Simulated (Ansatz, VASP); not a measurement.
# One calculation of Ta, two programs

Contents of INCAR:

```
SYSTEM = Ta
PREC = Accurate
ENCUT = 520
EDIFF = 1E-6
ISMEAR = 0
SIGMA = 0.15
LREAL = .FALSE.
LASPH = .TRUE.
NELM = 80
ALGO = Fast
ISIF = 2
LWAVE = .FALSE.
LCHARG = .TRUE.
GGA = PS
LELF = .TRUE.
LVHAR = .TRUE.
NBANDS = 18
```

Contents of KPOINTS:

```
Automatic mesh
0
G
  12 12 8
  0 0 0
```

Contents of POSCAR:

```
Ta
1.0
    2.8669354474      0.0000000000      0.0000000000
   -1.4334677237      2.4828389284      0.0000000000
    0.0000000000      0.0000000000      5.0914149238
Ta
2
Direct
    0.6666666667      0.3333333333      0.7500000000
    0.3333333333      0.6666666667      0.2500000000
```

Input for Ansatz:

```yaml
crystal:
  lattice:
    - [2.8669354486, 0.0, 0.0]
    - [-1.4334677243, 2.4828389295, 0.0]
    - [0.0, 0.0, 5.0914149207]
  atoms:
    - { symbol: Ta, position: [0.6666666667, 0.3333333333, 0.75] }
    - { symbol: Ta, position: [0.3333333333, 0.6666666667, 0.25] }
basis:
  ecutwfc: 420
kpoints:
  mp_grid: { grid: [12, 12, 8] }
hamiltonian:
  xc: pbesol
scf:
  occupations: { method: gaussian, width: 0.15 }
output:
  forces: true
  stress: true
  eigenvalues: true
```

This isn't the form of Ta at room conditions, which is bcc.

Alike in both runs: task single point; functional PBEsol; k mesh 12 × 12 × 8; occupations gaussian, width 0.15 eV; no spin polarisation.

|  | VASP | Ansatz |
| --- | --- | --- |
| version | VASP 6.6.1 | Ansatz 0.2.0 |
| potentials or method | VASP PAW PBE potentials, release 64 (Ta_pv) | scalar-relativistic, plane waves, PAW |
| plane-wave cutoff (eV) | 520 | 420 |
| valence electrons in the cell | 22 | 26 |

|  | VASP | Ansatz | Ansatz less VASP |
| --- | --- | --- | --- |
| gap on the k mesh at the Fermi level (eV) | none | none | - |
| pressure (GPa) | -0.1 | -0.3 | -0.17 |
| largest component of the traceless stress (GPa) | 0.57 | 0.59 | +0.021 |

A gap of «none» marks a metal or a gap that the smearing closes. The functional is the same, so the differences come from potentials, cutoffs and numerics. The two sets of potentials don't hold the same shells in valence.

Caveats: the PAW data sets were made with another functional, which shifts forces and pressure a little (VASP). The runs have no spin-orbit coupling, so splittings on Ta are missing.
